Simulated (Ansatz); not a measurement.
Born–Oppenheimer molecular dynamics of a periodic cell of 16 atoms, WC (start crystal WC, start structure P-6m2, volume 1.15 times the crystal's). It goes on from the last frame of an earlier run, with new velocities.

Computed with DFT PBE-D3(BJ), scalar-relativistic, plane waves, PAW in Ansatz 0.2.0. Settings: accuracy low, PAW set soft_1, cutoff 420 eV, k mesh 2x2x2, fermi-dirac smearing 0.36 eV, no spin polarisation.

```yaml
ensemble: NVT, Langevin thermostat
time_step: 0.75 fs
steps_asked: 240
set_temperature: 3360 K
friction: 0.02 /fs
temperature_schedule: 180 steps to 300 K, then 60 steps to 300 K
seed: 166394
```

Frames 7.5 fs apart, positions in Å, forces in eV/Å.

Velocities at 75 fs (Å/ps):

```
W -1.05 4.49 2.03
C 1.99 -0.22 11.51
W -4.00 -0.21 2.13
C 20.11 -3.50 -1.88
W -2.45 1.03 4.84
C -3.33 -21.24 -9.18
W 0.47 -0.90 1.22
C 9.12 -35.80 8.16
W 0.72 -2.31 0.80
C 19.62 -20.93 -10.74
W -2.02 2.83 5.16
C -2.66 0.93 -9.67
W 4.49 -0.81 -2.09
C -0.98 19.52 31.77
W -0.82 0.14 -3.21
C 11.66 2.21 15.30
```

```xyz
16
Lattice="-3.0195 -5.2300 0.0000 4.5293 -2.6150 0.0000 0.0000 0.0000 5.9171" Properties=species:S:1:pos:R:3:forces:R:3 time_fs=75 energy_less_start_eV=-3.612 T=2346
W -0.137 -5.467 0.234 -1.82 0.98 -2.67
C 0.923 -4.391 1.646 3.51 0.48 -0.94
W -0.214 -5.300 3.009 -2.05 -2.15 3.19
C 1.465 -4.653 4.386 -1.50 -0.04 2.32
W -1.567 -2.756 0.041 -2.52 -0.61 0.05
C -0.188 -1.913 1.448 -1.14 1.31 1.05
W -1.641 -2.626 2.977 -0.11 -1.76 0.22
C -0.417 -1.755 4.380 2.41 -0.20 1.45
W 1.326 -2.730 0.275 -1.37 -1.10 -2.41
C 2.570 -1.828 1.610 2.26 -0.21 1.23
W 1.384 -3.005 3.213 -2.00 5.18 -1.54
C 2.642 -1.963 4.631 1.88 0.48 -0.13
W -0.316 -0.123 0.196 1.54 0.01 -2.40
C -1.924 -4.315 1.669 1.71 -0.76 -1.03
W -0.234 0.066 2.932 -0.91 -2.41 3.84
C -1.676 -4.665 4.910 0.11 0.81 -2.24
16
Lattice="-3.0195 -5.2300 0.0000 4.5293 -2.6150 0.0000 0.0000 0.0000 5.9171" Properties=species:S:1:pos:R:3:forces:R:3 time_fs=82.5 energy_less_start_eV=-3.559 T=2402
W -0.149 -5.432 0.247 -0.09 0.01 -2.02
C 1.004 -4.367 1.709 2.44 -0.57 -1.31
W -0.237 -5.311 3.026 -1.00 -1.59 2.96
C 1.540 -4.656 4.453 -2.45 0.64 1.78
W -1.581 -2.753 0.081 -3.17 -1.13 -0.48
C -0.240 -1.993 1.385 0.25 2.57 2.33
W -1.635 -2.625 2.990 0.45 0.66 2.37
C -0.295 -2.026 4.495 2.36 0.76 0.76
W 1.325 -2.749 0.266 -0.62 -0.89 -2.64
C 2.749 -1.950 1.555 0.23 0.99 1.19
W 1.365 -2.978 3.254 -1.67 4.15 -1.61
C 2.700 -1.968 4.545 1.91 0.54 0.63
W -0.279 -0.144 0.184 1.21 -0.02 -2.20
C -1.874 -4.157 1.865 0.94 -3.90 -3.62
W -0.237 0.055 2.910 -0.53 -2.43 4.22
C -1.637 -4.637 4.972 -0.26 0.23 -2.35
16
Lattice="-3.0195 -5.2300 0.0000 4.5293 -2.6150 0.0000 0.0000 0.0000 5.9171" Properties=species:S:1:pos:R:3:forces:R:3 time_fs=90 energy_less_start_eV=-4.545 T=2575
W -0.170 -5.394 0.265 0.98 -0.13 -1.84
C 1.217 -4.329 1.730 0.40 -1.69 -0.81
W -0.262 -5.325 3.045 0.61 -0.78 2.52
C 1.483 -4.647 4.565 -1.37 0.65 0.66
W -1.596 -2.763 0.133 -2.71 -1.22 -0.65
C -0.270 -1.918 1.399 1.10 1.58 2.82
W -1.629 -2.618 3.002 0.44 0.71 3.56
C -0.123 -2.249 4.668 -0.43 1.78 -0.63
W 1.325 -2.760 0.241 0.46 -0.79 -1.23
C 2.891 -1.963 1.518 -1.45 1.64 1.02
W 1.357 -2.932 3.293 -0.99 2.73 -2.01
C 2.808 -1.952 4.468 0.98 0.24 1.12
W -0.247 -0.186 0.183 1.34 0.64 -2.71
C -1.761 -4.186 1.903 0.40 -3.54 -3.54
W -0.251 0.034 2.910 0.77 -2.04 3.78
C -1.617 -4.639 4.937 -0.55 0.21 -2.06
16
Lattice="-3.0195 -5.2300 0.0000 4.5293 -2.6150 0.0000 0.0000 0.0000 5.9171" Properties=species:S:1:pos:R:3:forces:R:3 time_fs=97.5 energy_less_start_eV=-5.222 T=2498
W -0.190 -5.361 0.286 1.43 -0.58 -2.04
C 1.448 -4.388 1.691 -1.55 -0.51 -0.12
W -0.288 -5.345 3.065 2.06 -0.62 2.72
C 1.395 -4.596 4.626 -0.06 0.08 0.22
W -1.609 -2.776 0.185 -1.45 -0.74 -0.48
C -0.233 -1.805 1.513 0.69 -0.62 1.72
W -1.627 -2.604 3.019 0.46 -1.44 2.73
C -0.035 -2.348 4.794 -2.79 2.88 -2.26
W 1.339 -2.785 0.194 2.21 -0.88 1.64
C 2.975 -1.919 1.536 -2.06 1.62 0.36
W 1.358 -2.877 3.309 -0.24 1.39 -2.90
C 2.953 -1.956 4.479 -1.03 0.03 0.96
W -0.224 -0.215 0.165 1.61 1.20 -2.31
C -1.648 -4.337 1.830 -0.20 -0.66 -2.14
W -0.260 0.010 2.914 1.96 -1.83 3.44
C -1.595 -4.669 4.855 -1.03 0.71 -1.53
16
Lattice="-3.0195 -5.2300 0.0000 4.5293 -2.6150 0.0000 0.0000 0.0000 5.9171" Properties=species:S:1:pos:R:3:forces:R:3 time_fs=105 energy_less_start_eV=-5.200 T=2168
W -0.198 -5.333 0.291 1.88 -1.19 -2.97
C 1.585 -4.486 1.592 -3.05 1.09 0.76
W -0.308 -5.371 3.080 2.53 -0.55 2.62
C 1.332 -4.567 4.686 0.56 0.03 -0.53
W -1.631 -2.790 0.228 -0.02 -0.59 -1.60
C -0.234 -1.712 1.694 0.76 -2.15 -0.37
W -1.625 -2.588 3.030 0.18 -2.48 2.80
C -0.054 -2.279 4.791 -2.47 2.67 -1.61
W 1.355 -2.829 0.138 2.03 -0.17 2.61
C 2.981 -1.844 1.522 -1.52 0.44 0.75
W 1.353 -2.824 3.322 0.13 0.47 -3.32
C 3.072 -1.957 4.528 -2.69 0.14 0.60
W -0.194 -0.225 0.157 1.66 0.95 -1.49
C -1.576 -4.506 1.690 -1.43 1.21 -0.54
W -0.261 -0.016 2.933 2.41 -0.76 2.98
C -1.614 -4.689 4.737 -0.96 0.88 -0.69
16
Lattice="-3.0195 -5.2300 0.0000 4.5293 -2.6150 0.0000 0.0000 0.0000 5.9171" Properties=species:S:1:pos:R:3:forces:R:3 time_fs=112.5 energy_less_start_eV=-5.533 T=2074
W -0.210 -5.309 0.286 2.16 -1.69 -3.70
C 1.539 -4.517 1.551 -2.47 1.25 1.25
W -0.329 -5.400 3.102 2.54 -0.07 1.76
C 1.315 -4.539 4.696 0.46 -0.11 -0.87
W -1.651 -2.791 0.257 0.32 -0.37 -2.26
C -0.238 -1.705 1.816 0.81 -2.41 -2.04
W -1.627 -2.595 3.055 -1.03 -2.48 2.62
C -0.193 -2.098 4.694 0.06 1.20 0.08
W 1.368 -2.876 0.103 0.48 1.53 2.11
C 2.944 -1.758 1.518 -0.73 -1.32 1.05
W 1.348 -2.768 3.332 -0.25 -0.06 -3.31
C 3.092 -1.974 4.569 -3.25 0.69 0.38
W -0.157 -0.229 0.151 0.50 0.69 -0.74
C -1.623 -4.641 1.585 -1.57 2.18 0.69
W -0.258 -0.039 2.969 2.17 0.01 2.79
C -1.694 -4.680 4.602 -0.20 0.95 0.20
16
Lattice="-3.0195 -5.2300 0.0000 4.5293 -2.6150 0.0000 0.0000 0.0000 5.9171" Properties=species:S:1:pos:R:3:forces:R:3 time_fs=120 energy_less_start_eV=-6.218 T=1959
W -0.230 -5.285 0.265 1.65 -2.27 -2.58
C 1.389 -4.450 1.548 -0.49 -0.17 1.55
W -0.341 -5.424 3.131 2.47 0.79 0.64
C 1.318 -4.552 4.704 0.14 -0.02 -1.12
W -1.676 -2.781 0.278 -0.14 0.24 -1.93
C -0.193 -1.764 1.805 0.04 -1.55 -1.55
W -1.638 -2.609 3.097 -1.58 -1.90 1.44
C -0.269 -1.924 4.637 0.87 -0.11 0.26
W 1.370 -2.919 0.083 -0.24 3.23 2.60
C 2.916 -1.726 1.587 -0.60 -1.63 0.32
W 1.347 -2.717 3.337 -0.69 -0.74 -3.74
C 3.003 -1.931 4.588 -2.19 0.61 0.33
W -0.129 -0.222 0.141 -1.32 0.71 -0.46
C -1.760 -4.671 1.527 0.46 2.13 1.28
W -0.247 -0.057 3.018 1.13 -0.42 1.90
C -1.766 -4.632 4.487 0.48 1.09 1.06
16
Lattice="-3.0195 -5.2300 0.0000 4.5293 -2.6150 0.0000 0.0000 0.0000 5.9171" Properties=species:S:1:pos:R:3:forces:R:3 time_fs=127.5 energy_less_start_eV=-6.570 T=1689
W -0.233 -5.273 0.240 0.65 -2.38 -1.00
C 1.238 -4.378 1.605 0.91 -1.29 1.16
W -0.349 -5.439 3.168 2.55 1.81 -0.31
C 1.341 -4.578 4.658 -0.35 0.38 -0.50
W -1.695 -2.769 0.283 -0.28 0.29 -1.46
C -0.147 -1.850 1.725 -0.61 -0.29 -0.55
W -1.651 -2.623 3.144 -1.39 -1.61 0.29
C -0.257 -1.825 4.624 0.68 -0.98 -0.06
W 1.371 -2.944 0.070 -0.86 3.95 3.13
C 2.871 -1.742 1.689 -0.54 -1.33 -0.52
W 1.348 -2.667 3.325 -1.27 -1.67 -4.28
C 2.836 -1.871 4.610 0.16 0.17 0.49
W -0.112 -0.212 0.125 -2.35 0.99 0.35
C -1.863 -4.618 1.546 2.01 1.56 1.04
W -0.232 -0.077 3.076 -0.06 -0.48 0.62
C -1.795 -4.549 4.456 0.77 0.88 1.60
16
Lattice="-3.0195 -5.2300 0.0000 4.5293 -2.6150 0.0000 0.0000 0.0000 5.9171" Properties=species:S:1:pos:R:3:forces:R:3 time_fs=135 energy_less_start_eV=-6.413 T=1239
W -0.232 -5.269 0.226 0.03 -2.09 0.11
C 1.155 -4.363 1.684 1.39 -1.49 0.46
W -0.361 -5.445 3.208 2.63 2.70 -0.91
C 1.344 -4.616 4.617 -0.65 1.04 0.24
W -1.705 -2.757 0.273 -0.19 -0.06 -1.08
C -0.137 -1.944 1.635 -0.64 0.79 0.15
W -1.664 -2.643 3.184 -1.10 -1.36 -0.67
C -0.207 -1.780 4.617 0.14 -1.26 -0.05
W 1.367 -2.958 0.065 -1.28 3.84 3.55
C 2.801 -1.782 1.813 -0.10 -0.93 -1.32
W 1.351 -2.633 3.307 -1.79 -2.58 -4.22
C 2.705 -1.808 4.662 1.72 -0.25 0.58
W -0.104 -0.196 0.118 -2.28 1.12 1.37
C -1.899 -4.510 1.599 1.87 0.39 0.68
W -0.225 -0.096 3.138 -0.33 0.17 -0.36
C -1.792 -4.437 4.495 0.60 -0.03 1.47
16
Lattice="-3.0195 -5.2300 0.0000 4.5293 -2.6150 0.0000 0.0000 0.0000 5.9171" Properties=species:S:1:pos:R:3:forces:R:3 time_fs=142.5 energy_less_start_eV=-6.308 T=1097
W -0.233 -5.273 0.218 -0.11 -1.46 0.92
C 1.156 -4.394 1.770 1.25 -1.26 -0.27
W -0.362 -5.444 3.243 2.61 2.87 -1.48
C 1.306 -4.573 4.601 -0.26 0.66 0.40
W -1.715 -2.743 0.257 0.08 -0.25 -0.55
C -0.148 -2.030 1.593 -0.38 1.52 0.49
W -1.680 -2.667 3.212 -0.89 -0.75 -1.32
C -0.147 -1.783 4.610 -0.58 -0.83 0.34
W 1.358 -2.965 0.066 -1.34 3.80 3.99
C 2.743 -1.857 1.883 0.85 -0.06 -1.71
W 1.352 -2.606 3.279 -1.89 -3.35 -3.19
C 2.653 -1.746 4.749 1.92 -0.93 -0.14
W -0.104 -0.177 0.122 -1.98 0.97 1.89
C -1.855 -4.426 1.639 0.93 -0.74 0.56
W -0.214 -0.114 3.188 -0.18 0.88 -0.93
C -1.744 -4.345 4.568 -0.02 -1.08 1.00
16
Lattice="-3.0195 -5.2300 0.0000 4.5293 -2.6150 0.0000 0.0000 0.0000 5.9171" Properties=species:S:1:pos:R:3:forces:R:3 time_fs=150 energy_less_start_eV=-6.356 T=855
W -0.229 -5.281 0.221 0.01 -0.97 1.48
C 1.218 -4.468 1.842 0.62 -0.61 -0.82
W -0.354 -5.433 3.266 2.51 2.41 -1.77
C 1.245 -4.522 4.610 0.40 0.07 0.25
W -1.725 -2.739 0.236 0.38 -0.18 0.26
C -0.169 -2.062 1.577 -0.02 1.65 0.72
W -1.703 -2.693 3.231 -0.47 -0.18 -1.64
C -0.120 -1.824 4.615 -1.03 -0.01 0.66
W 1.347 -2.960 0.082 -1.13 3.76 4.03
C 2.715 -1.935 1.894 1.74 0.82 -1.83
W 1.347 -2.586 3.250 -1.88 -3.96 -1.95
C 2.675 -1.725 4.830 1.47 -1.41 -1.07
W -0.106 -0.157 0.136 -1.83 0.59 2.07
C -1.765 -4.392 1.687 -0.04 -1.27 0.33
W -0.210 -0.125 3.228 -0.06 0.94 -1.25
C -1.684 -4.311 4.633 -0.66 -1.63 0.53
16
Lattice="-3.0195 -5.2300 0.0000 4.5293 -2.6150 0.0000 0.0000 0.0000 5.9171" Properties=species:S:1:pos:R:3:forces:R:3 time_fs=157.5 energy_less_start_eV=-6.958 T=1020
W -0.214 -5.292 0.229 0.22 -1.11 1.59
C 1.310 -4.550 1.862 -0.46 0.27 -1.08
W -0.340 -5.416 3.277 2.41 1.51 -1.76
C 1.224 -4.484 4.625 0.62 -0.40 0.03
W -1.731 -2.739 0.217 0.76 -0.15 1.13
C -0.198 -2.007 1.602 0.31 1.06 0.79
W -1.730 -2.715 3.243 0.25 -0.14 -1.37
C -0.113 -1.843 4.660 -1.03 0.14 0.26
W 1.337 -2.951 0.102 -0.67 3.87 3.69
C 2.749 -2.007 1.818 1.35 1.17 -1.02
W 1.337 -2.586 3.217 -1.22 -3.61 -1.18
C 2.757 -1.761 4.849 0.65 -1.23 -1.41
W -0.111 -0.140 0.155 -1.83 0.19 2.45
C -1.682 -4.409 1.755 -0.65 -1.07 -0.10
W -0.211 -0.135 3.258 -0.04 0.68 -1.62
C -1.675 -4.357 4.718 -0.65 -1.19 -0.41
```

Of the whole run (180 fs, mean temperature of the second half 1503 K): The schedule's set-point averaged 557 K over the second half and the system 1503 K, so it lags behind the ramp. The start is strongly strained: it lies 0.5 eV per atom above the lowest frames. A run of 0.18 ps of so small a system gives no equilibrium averages. Limits of this set-up: coarse k mesh, low accuracy level.

Run time: 20 min on 1 thread of Arm Neoverse V2, with other jobs on the host, peak memory 0.54 GiB.
